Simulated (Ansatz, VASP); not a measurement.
**Ta2N: VASP beside Ansatz**

```xyz
3
Lattice="2.9579 0.0000 0.0000 -1.4790 2.5616 0.0000 0.0000 0.0000 4.9196" Properties=species:S:1:pos:R:3 pbc="T T T"
Ta    1.4790    0.8539    3.6294
Ta    0.0000    1.7077    1.2902
N     0.0000    0.0000    0.0000
```

Alike in both runs: task single point; functional PBE; k mesh 15 × 15 × 10; occupations gaussian, width 0.1 eV; no spin polarisation.

|  | VASP | Ansatz |
| --- | --- | --- |
| version | VASP 6.6.1 | Ansatz 0.2.0 |
| potentials or method | VASP PAW PBE potentials, release 64 (Ta_pv, N) | scalar-relativistic, plane waves, PAW |
| plane-wave cutoff (eV) | 520 | 420 |
| valence electrons in the cell | 27 | 31 |

|  | VASP | Ansatz | Ansatz less VASP |
| --- | --- | --- | --- |
| gap on the k mesh at the Fermi level (eV) | none | none | - |
| pressure (GPa) | 28.4 | 27.7 | -0.68 |
| largest component of the traceless stress (GPa) | 5.99 | 5.97 | -0.018 |
| rms of the force components (eV/Å) | 0.091 | 0.119 | +0.0282 |

Atom by atom the forces differ by 0.028 eV/Å (rms over components). A gap of «none» marks a metal or a gap that the smearing closes. The two sets of potentials don't hold the same shells in valence.

Caveats: so large a pressure means that the cell lies far from this level's equilibrium, or that cutoff or potentials fall short (VASP). Spin-orbit coupling is left out, which matters for the levels of Ta.
